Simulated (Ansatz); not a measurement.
V₂O₅ — ⁵¹V NMR of the central transition

Cell: a Materials Project structure (computed, not necessarily an observed phase).

Space group C2/c (No. 15); a = 12.0512, b = 4.7243, c = 5.3924 Å, β = 103.65°.

```
site  Wyckoff  site symmetry       x       y       z
   V       8f              1  0.3571  0.7403  0.7527
  O5       8f              1  0.3900  0.0602  0.5176
  O9       8f              1  0.2034  0.0702  0.1316
 O13       4e              2  0.5000  0.6148  0.7500
```

One atom of each set is listed; the run and its k-mesh use a cell of 14 atoms with edges of 6.47, 6.47, 5.39 Å.

The numbers come from a DFT calculation in Ansatz (r2SCAN, plane waves and PAW, scalar-relativistic, 500 eV cutoff, Γ-centred 6×6×5 k-points, Fermi–Dirac smearing 0.02 eV).

⁵¹V has I = 7/2 and Q = -52.00 mb (Pyykkö 2018); at 23.5 T its Larmor frequency is ν₀ = 263.5 MHz. Only the quadrupole interaction is simulated: positions count from each site's isotropic chemical shift, and J coupling is left out, as are shift anisotropy and dipolar coupling, which fast spinning averages.

Simulated pattern of one V site (fast magic-angle spinning, Gaussian broadening 0.01 kHz):

offset (kHz), height and a bar:
```
  -0.5760          0 
  -0.5568          0 
  -0.5376          7 ##
  -0.5184          8 ##
  -0.4992          8 ###
  -0.4800          9 ###
  -0.4609          9 ###
  -0.4417         21 ######
  -0.4225         26 ########
  -0.4033         27 ########
  -0.3841         29 #########
  -0.3649         32 #########
  -0.3457         35 ###########
  -0.3266         40 ############
  -0.3074         67 ####################
  -0.2882        100 ##############################
  -0.2690         72 ######################
  -0.2498         66 ####################
  -0.2306         66 ####################
  -0.2114         69 #####################
  -0.1922         85 #########################
  -0.1731         83 #########################
  -0.1539         63 ###################
  -0.1347         55 ################
  -0.1155         49 ###############
  -0.0963         45 #############
  -0.0771         42 #############
  -0.0579         39 ############
  -0.0388         37 ###########
  -0.0196         27 ########
  -0.0004          1 
   0.0188          0
```

Problem. Which |C_Q| and η does the pattern imply?

Solution. The pattern spans 0.534 kHz before broadening and its centre of gravity is at -0.230 kHz, which fixes P_Q; the places of the horns and steps fix η. That gives P_Q = 4.88 MHz, |C_Q| = 4.64 MHz and η = 0.57. The sign of C_Q can't be read from the pattern.

At this cell the r2SCAN pressure is -12 GPa, so with r2SCAN the cell would shrink if it were relaxed. The entry's cell may itself be off. The largest force is 1.6 eV/Å, so the atoms aren't at the calculated equilibrium and relaxing them would move these values.

The run took 60 s of wall time (61 s of CPU time) and 1.1 GiB at its peak, on 1 thread of Intel Xeon Platinum 8375C CPU @ 2.90GHz (Ice Lake) (x86_64; 2 cores open to the job, memory cap 2.5 GiB, no GPU), a shared host with a load of 0.1 a core.
